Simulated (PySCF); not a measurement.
## Isomerisation enthalpies of C4H6O2

**Experimental background.**

CRC Handbook of Chemistry and Physics lists, for the gas at 298.15 K: enthalpy of formation of `O=C1CCCO1` (gamma-butyrolactone) -366.5 kJ/mol; enthalpy of formation of `C=CC(=O)OC` -333 kJ/mol; enthalpy of formation of `C=COC(C)=O` -314.4 kJ/mol.

How close the calculation comes is told at the end.

Differences of these values give the isomerisation enthalpies. Geometries: PBE0-D3(BJ)/def2-SVP; runs in PySCF, gas phase, with a dispersion term only where the level names one. Total electronic energies (Eh):

```
    SMILES  PBE0-D3(BJ)/def2-SVP  CAM-B3LYP/def2-SVPD
 O=C1CCCO1            -305.93559           -306.15362
C=CC(=O)OC            -305.90097           -306.12384
C=COC(C)=O            -305.90552           -306.12793
```

Geometry of `O=C1CCCO1` (Å):
```
atom  x, y, z in Å
O1     2.2228   -1.3742    0.2072
C2     1.1763   -0.8221    0.0564
C3     0.8503    0.6525    0.2144
C4    -0.6649    0.6611    0.3307
C5    -1.0341   -0.5746   -0.4858
O6     0.0522   -1.4754   -0.3174
H7     1.2019    1.1677   -0.6964
H8     1.3991    1.0801    1.0630
H9    -0.9661    0.5235    1.3810
H10   -1.1458    1.5757   -0.0420
H11   -1.1394   -0.3378   -1.5593
H12   -1.9524   -1.0766   -0.1517
```

Geometry of `C=CC(=O)OC` (Å):
```
atom  x, y, z in Å
C1     2.4945   -0.2044    0.0029
C2     1.2595   -0.7073   -0.0292
C3     0.0819    0.1889    0.0579
O4     0.1186    1.3886    0.1651
O5    -1.0591   -0.5117    0.0023
C6    -2.2498    0.2475    0.0892
H7     2.6367    0.8768    0.0924
H8     3.3780   -0.8439   -0.0578
H9     1.0614   -1.7783   -0.1182
H10   -2.2800    0.8252    1.0251
H11   -2.3277    0.9536   -0.7513
H12   -3.0782   -0.4700    0.0587
```

Geometry of `C=COC(C)=O` (Å):
```
atom  x, y, z in Å
C1    -2.268    0.173    1.121
C2    -1.307   -0.420    0.420
O3    -0.131    0.230    0.163
C4     0.812   -0.407   -0.580
C5     2.016    0.465   -0.753
O6     0.668   -1.512   -1.023
H7    -2.148    1.188    1.505
H8    -3.197   -0.362    1.321
H9    -1.363   -1.431    0.007
H10    2.399    0.772    0.231
H11    2.785   -0.078   -1.312
H12    1.734    1.382   -1.291
```

Zero-point and thermal terms are left out, so the computed numbers are electronic energies.

**Comparison with experiment**

Relative to `O=C1CCCO1`, the lowest by measurement, in kJ/mol (measured: enthalpies at 298.15 K; computed: electronic energies):

| SMILES | measured | PBE0-D3(BJ)/def2-SVP | CAM-B3LYP/def2-SVPD |
| --- | --- | --- | --- |
| O=C1CCCO1 | 0.0 | 0.0 | 0.0 |
| C=CC(=O)OC | 33.5 | 90.9 | 78.2 |
| C=COC(C)=O | 52.1 | 79.0 | 67.5 |

Measured values: -366.5 kJ/mol (298.15 K; CRC Handbook of Chemistry and Physics) for the first row; the others come from the same table. Mean unsigned miss over the other isomers: CAM-B3LYP/def2-SVPD 30.1, PBE0-D3(BJ)/def2-SVP 42.2 kJ/mol. One conformer stands for `C=CC(=O)OC` and `C=COC(C)=O`, not necessarily the lowest, while the measurement averages over conformers. Where a level misses, the cause wasn't examined.
